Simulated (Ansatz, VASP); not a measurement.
## Au in VASP and in Ansatz

File INCAR:

```
  PREC = Accurate
  ENCUT = 520
  EDIFF = 1E-7
  ISMEAR = -1
  SIGMA = 0.03
  LREAL = F
  LASPH = T
  NELM = 100
  ALGO = Normal
  ISIF = 2
  LWAVE = F
  LCHARG = F
  GGA = PS
  NBANDS = 18
```

File KPOINTS:

```
regular mesh
0
Gamma
  14 14 8
```

Contents of POSCAR:

```
Au
1.0
    2.8707034943      0.0000000000      0.0000000000
   -1.4353517471      2.4861021528      0.0000000000
    0.0000000000      0.0000000000      4.8307037003
Au
2
Direct
    0.3333333333      0.6666666667      0.7500000000
    0.6666666667      0.3333333333      0.2500000000
```

Input for Ansatz:

```yaml
crystal:
  lattice:
    - [2.8707034943, 0.0, 0.0]
    - [-1.4353517471, 2.4861021528, 0.0]
    - [0.0, 0.0, 4.8307037003]
  atoms:
    - { symbol: Au, position: [0.3333333333, 0.6666666667, 0.75] }
    - { symbol: Au, position: [0.6666666667, 0.3333333333, 0.25] }
kpoints:
  mp_grid: { grid: [14, 14, 8] }
scf:
  occupations: { method: fermi_dirac, width: 0.03 }
hamiltonian:
  xc: pbesol
  pseudopotentials: { kind: all_electron, lapw: { basis_error: 0.0005 } }
output:
  forces: true
  stress: true
  eigenvalues: true
```

Change from the starting cell: volume scaled by 0.97.

Alike in both runs: task single point; functional PBEsol; k mesh 14 × 14 × 8; occupations fermi-dirac, width 0.03 eV; no spin polarisation.

|  | VASP | Ansatz |
| --- | --- | --- |
| version | VASP 6.6.1 | Ansatz 0.2.0 |
| potentials or method | VASP PAW PBE potentials, release 64 (Au) | all-electron LAPW, scalar-relativistic |
| plane-wave cutoff (eV) | 520 | see its input |

```csv
,VASP,Ansatz,Ansatz less VASP
pressure (GPa),-2.3,-2.0,+0.24
largest component of the traceless stress (GPa),0.49,0.47,-0.016
```

Ansatz ran all-electron here, so the differences hold the error of VASP's frozen core and of both bases.

Caveats: the PAW data sets were made with another functional, which shifts forces and pressure a little (VASP). Spin-orbit coupling is left out, which matters for the levels of Au.
